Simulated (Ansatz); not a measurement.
# Sn (Fd-3m) in Ansatz: equation of state

How stiff is Sn in PBEsol, and what volume does it want? The cell is scaled to several volumes.

Program: Ansatz 0.2.0. These are calculated values, not measurements. Logs are shortened: lines on timing, memory, paths and dates and some standing lists are left out, and cuts for length are marked.

### Step 1. The structure

It takes space group Fd-3m (No. 227, cubic). Conventional cell: a = 6.467 Å, b = 6.467 Å, c = 6.467 Å, α = 90.00°, β = 90.00°, γ = 90.00°. Sn (site symmetry -43m) is surrounded by 4 Sn at 2.80 Å.

This isn't the form of Sn at room conditions, which is tetragonal (white tin).

### Step 2. Single point, PBEsol, 31.77 Å³/atom (volume scaled by 0.94)

input.yaml reads:

```yaml
crystal:
  lattice:
    - [0.0, 3.1673376916, 3.1673376916]
    - [3.1673376916, 0.0, 3.1673376916]
    - [3.1673376916, 3.1673376916, 0.0]
  atoms:
    - { symbol: Sn, position: [0.75, 0.75, 0.75] }
    - { symbol: Sn, position: [0.5, 0.5, 0.5] }
hamiltonian:
  xc: pbesol
  pseudopotentials: { kind: paw }
kpoints:
  mp_grid: { grid: [7, 7, 7] }
scf:
  occupations: { method: fermi_dirac, width: 0.05 }
output:
  forces: true
  stress: true
  eigenvalues: true
```

Potentials or basis: Ansatz PAW.

The run is started by

```
> ansatz run input.yaml --threads 2 --pin off --max-ram 5632MiB --backend cpu --events-out ev --progress --plain --runs-dir out
```

What it wrote:

```text
Warning: RAYON_NUM_THREADS=2 ignored (pool sized by the plan → 2); use --threads N
Engine: ansatz 0.2.0, aarch64-unknown-linux-gnu
Pseudopotentials: kind: paw
Pseudopotential: Sn, paw, valence charge 14, recommended cutoff 420 eV (normal), Sn.paw.azcp
Functional definition: PBEsol
  exchange = pbesol_x
  correlation = pbesol_c
Crystal: 2 atoms, lattice volume = 63.550 Å³
Basis set: ecut = 420 eV, 1243 PW (Γ), exchange–correlation on 60×60×60 points (8 copies of the dense FFT grid, shifted against one another)
Bands: 18, of which v1, the nominal top of the filled ones, is band 14 counted from 1 (13 counted from 0)
Symmetry: 48 space group operations
Space group: Fd-3m (ITA 227), of the structure as read, at distance tolerance 4.0e-5 Å
k-points: 20 of 343
Non-local potential: Sn, projectors of the file, l = 0: 2, l = 1: 2, l = 2: 2, l = 3: 2
PAW form: soft (Blöchl's): semilocal exchange-correlation on the pseudo side does not see the compensation charge
PAW frozen core: Sn, regenerated for the run's functional, and the local potential with it (the file was generated under x = pbe(κ = 0.804, μ = 0.2195149727645171), c = pbe(β = 0.06672455060314922))
PAW one-centre angular grid: Sn, 590 points (default); XC on 64 Gauss nodes
Initial density: superposition of atomic densities (neutral atoms: chi_scale 0, normalization atom), corrected by the library's trained network
Initial wavefunctions: pseudopotential atomic-orbital guess
Functional: x = pbesol(κ = 0.804, μ = 0.12345679012345678), c = pbesol(β = 0.046)
SCF iter   1: F=—  HF=-11899.401015 eV  |F-HF|=—  |Δ(HF+E_count)|=         —  Δρ=2.46e-3  dr2=2.49e-3  ethr=1.77e-3  ⟨swp⟩=6.0  Hψ=2004  notcnv=0
preconditioner: auto → none  [insulator: Δε(μ)=0.250 eV  Ē_g=20.304 eV  σ=0.050 eV  W_gap=0.71  n_scr=14 (ndim 8)  ℏωp=24.6 eV  f_vac=0.074  D(μ)=0.19/eV (n_scr^D=0)  ε∞_Penn≈2.5]
SCF iter   2: F=—  HF=-11899.398758 eV  |F-HF|=—  |Δ(HF+E_count)|=   2.26e-3  Δρ=8.38e-4  dr2=2.13e-4  ethr=8.90e-6  ⟨swp⟩=2.5  Hψ=838  notcnv=0
SCF iter   3: F=—  HF=-11899.398875 eV  |F-HF|=—  |Δ(HF+E_count)|=   1.17e-4  Δρ=1.80e-4  dr2=1.42e-5  ethr=7.61e-7  ⟨swp⟩=2.0  Hψ=639  notcnv=0
SCF iter   4: F=—  HF=-11899.398899 eV  |F-HF|=—  |Δ(HF+E_count)|=   2.37e-5  Δρ=8.68e-5  dr2=3.22e-6  ethr=5.07e-8  ⟨swp⟩=2.0  Hψ=644  notcnv=0
iter 5 did not close the SCF: its close was put off for the readings that it lacked (scf_convergence_deferred on its scf_iter line)
SCF iter   5: F=-11899.398898 eV  HF=-11899.398898 eV  |F-HF|=2.32e-8  |Δ(HF+E_count)|=   1.48e-6  Δρ=8.26e-6  dr2=3.57e-8  ethr=1.15e-8  ⟨swp⟩=2.0  Hψ=638  notcnv=0
SCF iter   6: F=-11899.398898 eV  HF=-11899.398898 eV  |F-HF|=8.39e-10  |Δ(HF+E_count)|=   7.33e-9  Δρ=1.23e-6  dr2=7.79e-10  ethr=1.28e-10  ⟨swp⟩=3.1  Hψ=1421  notcnv=0
SCF 1 converged in 6 iterations: F = -11899.398898 eV  dr2 = 7.79e-10
SCF converged after 6 iterations
Free energy (F): -11899.398898 eV
Harris-Foulkes:  -11899.398898 eV  (|F-HF|=8.39e-10)
Internal energy: -11899.397304 eV  (E = F + TS)
E sigma→0 (E₀):  -11899.398101 eV
Entropy (-TS):   -0.001594 eV (-0.797 meV/atom)
Fermi energy:    8.674101 eV
--- Per-component energies (eV) ---
  E_band       = -228.520082
  E_kinetic    = 377.872709
  E_local      = -2214.195505  (includes V_loc(G=0)·N_el)
  E_nonlocal   = -60.046338
  E_hartree    = 1288.721448
  E_xc         = -758.458240
  E_vxc        = -194.179003  (∫ρ·V_xc dr)
  E_paw        = -8133.844707  (= ΣΔE_a)
  E_vpaw       = -715.412944  (= ΣTr[D̂ρ^β])
  E_aug_tail   = -0.000001  (compensation charges beyond the density's cutoff)
  E_ewald      = -2400.016350
  E_core_change = 0.569680  (= ΣΔE_core)
  E_smearing   = -0.001594  (= −TS)
  E_closure    = -0.000000  (closes the sum)
  Σ components = -11899.398898   (vs F -11899.398898, Δ=0.00e0)
--- Forces (eV/Å), atoms counted from 1 ---
  atom   1  Sn    -0.00000000     0.00000000     0.00000000
  atom   2  Sn    -0.00000000     0.00000000     0.00000000
  max |Σ_I F_I| component: 4.16e-17 eV/Å
--- Stress (GPa, compression-positive) ---
        5.055180       0.000000      -0.000000
        0.000000       5.055180      -0.000000
       -0.000000      -0.000000       5.055180
  P = ⅓ Tr σ = 5.0552 GPa (50.552 kbar)
--- Band table (eV; the first three rows and the last of 20) ---
  k-point 0: bands = ["-13.1514", "-13.1514", "-13.1514", "-13.0797", "-13.0797", "-12.7034", "-12.7034", "-12.7034", "-12.6841", "-12.6841", "-2.5026", "8.4597", "8.7259", "8.7259", "8.7259", "10.7904", "10.7904", "10.7904"]
  k-point 1: bands = ["-13.1676", "-13.1676", "-13.1458", "-13.0563", "-13.0563", "-12.7310", "-12.7310", "-12.7110", "-12.6608", "-12.6608", "-2.2900", "6.2477", "8.3309", "8.3309", "9.3953", "11.2853", "11.2853", "11.8408"]
  k-point 2: bands = ["-13.1863", "-13.1863", "-13.1327", "-13.0235", "-13.0235", "-12.7579", "-12.7579", "-12.7285", "-12.6413", "-12.6413", "-1.6828", "3.9698", "7.7665", "7.7665", "9.0156", "11.8318", "11.8318", "13.9163"]
  k-point 19: bands = ["-13.2404", "-13.2247", "-13.0233", "-12.9398", "-12.9148", "-12.8745", "-12.8675", "-12.8026", "-12.5958", "-12.5806", "0.4396", "1.3885", "4.9419", "5.8396", "10.8579", "12.7324", "13.2356", "13.2852"]
```

Run time: 0.88 s. Hardware: 2 threads of Arm Neoverse V1, shared host; peak memory 0.3 GiB.

Results:

| Property | Result |
| --- | --- |
| Free energy | -11899.3989 eV |
| Pressure | 5.1 GPa |
| Band gap on the k mesh | none (metal or under the smearing width) |

Caveat: the PAW data sets come from PBE, with cores solved anew for the run's functional, which leaves a small shift of forces and pressure.

### Step 3. Single point, PBEsol, 32.45 Å³/atom (volume scaled by 0.96)

Changes to input.yaml since step 2:

```diff
@@ -2,5 +2,5 @@
   lattice:
-    - [0.0, 3.1673376916, 3.1673376916]
-    - [3.1673376916, 0.0, 3.1673376916]
-    - [3.1673376916, 3.1673376916, 0.0]
+    - [0.0, 3.1896436215, 3.1896436215]
+    - [3.1896436215, 0.0, 3.1896436215]
+    - [3.1896436215, 3.1896436215, 0.0]
   atoms:
@@ -19 +19,5 @@
   eigenvalues: true
+  write_density: true
+  write_potential: true
+  elf: true
+  volumetric_format: npy
```

Potentials or basis: Ansatz PAW.

The run is started by

```
> ansatz run input.yaml --threads 2 --pin off --max-ram 5632MiB --backend cpu --events-out ev --progress --plain --runs-dir out
```

Wall time 1.1 s (2 threads of Arm Neoverse V1, shared host); peak memory 0.31 GiB.

The run converged. Its results:

```
Free energy            : -11899.4360 eV
Pressure               : 3.8 GPa
Band gap on the k mesh : none (metal or under the smearing width)
```

Caveat: the PAW data sets come from PBE, with cores solved anew for the run's functional, which leaves a small shift of forces and pressure.

### Step 4. Single point, PBEsol, 33.13 Å³/atom (volume scaled by 0.98)

Changes to input.yaml since step 3:

```diff
@@ -2,5 +2,5 @@
   lattice:
-    - [0.0, 3.1896436215, 3.1896436215]
-    - [3.1896436215, 0.0, 3.1896436215]
-    - [3.1896436215, 3.1896436215, 0.0]
+    - [0.0, 3.2116418589, 3.2116418589]
+    - [3.2116418589, 0.0, 3.2116418589]
+    - [3.2116418589, 3.2116418589, 0.0]
   atoms:
```

The run is started by

```
> ansatz run input.yaml --threads 2 --pin off --max-ram 5632MiB --backend cpu --events-out ev --progress --plain --runs-dir out
```

Run time: 1.2 s. Hardware: 2 threads of Arm Neoverse V1, shared host; peak memory 0.31 GiB.

Results (log left out):

```
Free energy            : -11899.4626 eV
Pressure               : 2.6 GPa
Band gap on the k mesh : none (metal or under the smearing width)
```

Caveat: the PAW data sets come from PBE, with cores solved anew for the run's functional, which leaves a small shift of forces and pressure.

### Step 5. Single point, PBEsol, 33.80 Å³/atom

input.yaml reads:

```yaml
crystal:
  lattice:
    - [0.0, 3.2333428, 3.2333428]
    - [3.2333428, 0.0, 3.2333428]
    - [3.2333428, 3.2333428, 0.0]
  atoms:
    - { symbol: Sn, position: [0.75, 0.75, 0.75] }
    - { symbol: Sn, position: [0.5, 0.5, 0.5] }
hamiltonian:
  xc: pbesol
  pseudopotentials: { kind: paw }
kpoints:
  mp_grid: { grid: [7, 7, 7] }
scf:
  occupations: { method: fermi_dirac, width: 0.05 }
output:
  forces: true
  stress: true
  eigenvalues: true
```

The run is started by

```
> ansatz run input.yaml --threads 2 --pin off --max-ram 5632MiB --backend cpu --events-out ev --progress --plain --runs-dir out
```

Wall time 0.92 s (2 threads of Arm Neoverse V1, shared host); peak memory 0.31 GiB.

The run converged. Its results:

- Free energy: -11899.4800 eV
- Pressure: 1.5 GPa
- Band gap on the k mesh: none (metal or under the smearing width)

Caveat: the PAW data sets come from PBE, with cores solved anew for the run's functional, which leaves a small shift of forces and pressure.

### Step 6. Single point, PBEsol, 34.48 Å³/atom (volume scaled by 1.02)

Changes to input.yaml since step 5:

```diff
@@ -2,5 +2,5 @@
   lattice:
-    - [0.0, 3.2333428, 3.2333428]
-    - [3.2333428, 0.0, 3.2333428]
-    - [3.2333428, 3.2333428, 0.0]
+    - [0.0, 3.2547562903, 3.2547562903]
+    - [3.2547562903, 0.0, 3.2547562903]
+    - [3.2547562903, 3.2547562903, 0.0]
   atoms:
```

Potentials or basis: Ansatz PAW.

The run is started by

```
> ansatz run input.yaml --threads 2 --pin off --max-ram 5632MiB --backend cpu --events-out ev --progress --plain --runs-dir out
```

What it wrote:

```text
Warning: RAYON_NUM_THREADS=2 ignored (pool sized by the plan → 2); use --threads N
[... 6 set-up lines as earlier in the session ...]
Crystal: 2 atoms, lattice volume = 68.958 Å³
Basis set: ecut = 420 eV, 1363 PW (Γ), exchange–correlation on 64×64×64 points (8 copies of the dense FFT grid, shifted against one another)
Bands: 18, of which v1, the nominal top of the filled ones, is band 14 counted from 1 (13 counted from 0)
[... 1 set-up line as earlier in the session ...]
Space group: Fd-3m (ITA 227), of the structure as read, at distance tolerance 4.1e-5 Å
k-points: 20 of 343
[... 7 set-up lines as earlier in the session ...]
SCF iter   1: F=—  HF=-11899.491875 eV  |F-HF|=—  |Δ(HF+E_count)|=         —  Δρ=2.35e-3  dr2=3.81e-3  ethr=1.77e-3  ⟨swp⟩=6.0  Hψ=1939  notcnv=0
preconditioner: auto → none  [insulator: Δε(μ)=0.219 eV  Ē_g=19.977 eV  σ=0.050 eV  W_gap=0.67  n_scr=14 (ndim 8)  ℏωp=23.7 eV  f_vac=0.096  D(μ)=0.27/eV (n_scr^D=0)  ε∞_Penn≈2.4]
SCF iter   2: F=—  HF=-11899.488899 eV  |F-HF|=—  |Δ(HF+E_count)|=   2.98e-3  Δρ=8.15e-4  dr2=3.53e-4  ethr=1.36e-5  ⟨swp⟩=3.0  Hψ=879  notcnv=0
SCF iter   3: F=—  HF=-11899.489081 eV  |F-HF|=—  |Δ(HF+E_count)|=   1.82e-4  Δρ=1.83e-4  dr2=2.18e-5  ethr=1.26e-6  ⟨swp⟩=2.0  Hψ=639  notcnv=0
SCF iter   4: F=—  HF=-11899.489112 eV  |F-HF|=—  |Δ(HF+E_count)|=   3.11e-5  Δρ=1.52e-4  dr2=1.10e-5  ethr=7.78e-8  ⟨swp⟩=2.0  Hψ=640  notcnv=0
SCF iter   5: F=—  HF=-11899.489107 eV  |F-HF|=—  |Δ(HF+E_count)|=   5.40e-6  Δρ=4.56e-5  dr2=1.05e-6  ethr=3.93e-8  ⟨swp⟩=2.0  Hψ=574  notcnv=0
SCF iter   6: F=-11899.489106 eV  HF=-11899.489106 eV  |F-HF|=1.82e-10  |Δ(HF+E_count)|=   5.74e-7  Δρ=1.58e-6  dr2=7.77e-10  ethr=3.57e-10  ⟨swp⟩=4.2  Hψ=1828  notcnv=0
SCF 1 converged in 6 iterations: F = -11899.489106 eV  dr2 = 7.77e-10
SCF converged after 6 iterations
Free energy (F): -11899.489106 eV
Harris-Foulkes:  -11899.489106 eV  (|F-HF|=1.82e-10)
Internal energy: -11899.486753 eV  (E = F + TS)
E sigma→0 (E₀):  -11899.487930 eV
Entropy (-TS):   -0.002353 eV (-1.176 meV/atom)
Fermi energy:    7.473874 eV
--- Per-component energies (eV) ---
  E_band       = -253.803464
  E_kinetic    = 375.429367
  E_local      = -2316.138891  (includes V_loc(G=0)·N_el)
  E_nonlocal   = -60.369373
  E_hartree    = 1327.197252
  E_xc         = -757.464795
  E_vxc        = -192.802183  (∫ρ·V_xc dr)
  E_paw        = -8133.155018  (= ΣΔE_a)
  E_vpaw       = -714.317276  (= ΣTr[D̂ρ^β])
  E_aug_tail   = -0.000001  (compensation charges beyond the density's cutoff)
  E_ewald      = -2335.554975
  E_core_change = 0.569680  (= ΣΔE_core)
  E_smearing   = -0.002353  (= −TS)
  E_closure    = -0.000000  (closes the sum)
  Σ components = -11899.489106   (vs F -11899.489106, Δ=0.00e0)
--- Forces (eV/Å), atoms counted from 1 ---
  atom   1  Sn    -0.00000000     0.00000000    -0.00000000
  atom   2  Sn    -0.00000000    -0.00000000    -0.00000000
  max |Σ_I F_I| component: 3.70e-17 eV/Å
--- Stress (GPa, compression-positive) ---
        0.624352      -0.000000      -0.000000
       -0.000000       0.624352       0.000000
       -0.000000      -0.000000       0.624352
  P = ⅓ Tr σ = 0.6244 GPa (6.244 kbar)
--- Band table (eV; the first three rows and the last of 20) ---
  k-point 0: bands = ["-14.0428", "-14.0428", "-14.0428", "-13.9833", "-13.9833", "-13.6796", "-13.6796", "-13.6796", "-13.6712", "-13.6712", "-3.0060", "6.8074", "7.6494", "7.6494", "7.6494", "9.7101", "9.7102", "9.7102"]
  k-point 1: bands = ["-14.0556", "-14.0556", "-14.0380", "-13.9649", "-13.9649", "-13.7050", "-13.7050", "-13.6857", "-13.6493", "-13.6493", "-2.8108", "5.0827", "7.3015", "7.3015", "8.0928", "10.1566", "10.1566", "10.5628"]
  k-point 2: bands = ["-14.0708", "-14.0708", "-14.0268", "-13.9387", "-13.9387", "-13.7277", "-13.7277", "-13.6997", "-13.6327", "-13.6327", "-2.2566", "3.0338", "6.7911", "6.7911", "7.7627", "10.6881", "10.6881", "12.4965"]
  k-point 19: bands = ["-14.1144", "-14.1020", "-13.9370", "-13.8703", "-13.8522", "-13.8207", "-13.8149", "-13.7632", "-13.5962", "-13.5841", "-0.3259", "0.5615", "4.2528", "5.0615", "9.7224", "11.4266", "12.0382", "12.0594"]
```

Run time: 1 s. Hardware: 2 threads of Arm Neoverse V1, shared host; peak memory 0.31 GiB.

What came out:

* Free energy: -11899.4891 eV
* Pressure: 0.6 GPa
* Band gap on the k mesh: none (metal or under the smearing width)

Caveat: the PAW data sets come from PBE, with cores solved anew for the run's functional, which leaves a small shift of forces and pressure.

### Step 7. Single point, PBEsol, 35.16 Å³/atom (volume scaled by 1.04)

Changes to input.yaml since step 6:

```diff
@@ -2,5 +2,5 @@
   lattice:
-    - [0.0, 3.2547562903, 3.2547562903]
-    - [3.2547562903, 0.0, 3.2547562903]
-    - [3.2547562903, 3.2547562903, 0.0]
+    - [0.0, 3.2758916636, 3.2758916636]
+    - [3.2758916636, 0.0, 3.2758916636]
+    - [3.2758916636, 3.2758916636, 0.0]
   atoms:
```

The run is started by

```
> ansatz run input.yaml --threads 2 --pin off --max-ram 5632MiB --backend cpu --events-out ev --progress --plain --runs-dir out
```

Run time: 1 s. Hardware: 2 threads of Arm Neoverse V1, shared host; peak memory 0.31 GiB.

It converged, with:

```yaml
Free_energy: -11899.4908 eV
Pressure: -0.2 GPa
Band_gap_on_the_k_mesh: none (metal or under the smearing width)
```

Caveat: the PAW data sets come from PBE, with cores solved anew for the run's functional, which leaves a small shift of forces and pressure.

### Step 8. Single point, PBEsol, 35.83 Å³/atom (volume scaled by 1.06)

Changes to input.yaml since step 7:

```diff
@@ -2,5 +2,5 @@
   lattice:
-    - [0.0, 3.2758916636, 3.2758916636]
-    - [3.2758916636, 0.0, 3.2758916636]
-    - [3.2758916636, 3.2758916636, 0.0]
+    - [0.0, 3.2967577782, 3.2967577782]
+    - [3.2967577782, 0.0, 3.2967577782]
+    - [3.2967577782, 3.2967577782, 0.0]
   atoms:
```

The run is started by

```
> ansatz run input.yaml --threads 2 --pin off --max-ram 5632MiB --backend cpu --events-out ev --progress --plain --runs-dir out
```

Run time: 1 s. Hardware: 2 threads of Arm Neoverse V1, shared host; peak memory 0.31 GiB.

Results (log left out):

* Free energy: -11899.4861 eV
* Pressure: -0.9 GPa
* Band gap on the k mesh: none (metal or under the smearing width)

Caveat: the PAW data sets come from PBE, with cores solved anew for the run's functional, which leaves a small shift of forces and pressure.

### Step 9. Equation of state, PBEsol

Potentials or basis: Ansatz PAW.

No new run: the results of the series are fitted here.

What came out:

```yaml
Equilibrium_volume: 34.99 Å³/atom
Bulk_modulus: 41 GPa
Pressure_derivative_of_the_bulk_modulus: 5.0
```

Energy against volume, from the lowest point:
```
volume (Å³/atom)  energy (meV/atom)
          31.775              45.97
          32.451              27.43
          33.127              14.10
          33.803               5.41
          34.479               0.86
          35.155               0.00
          35.831               2.38
```

Zero-point motion and thermal expansion aren't in these numbers.
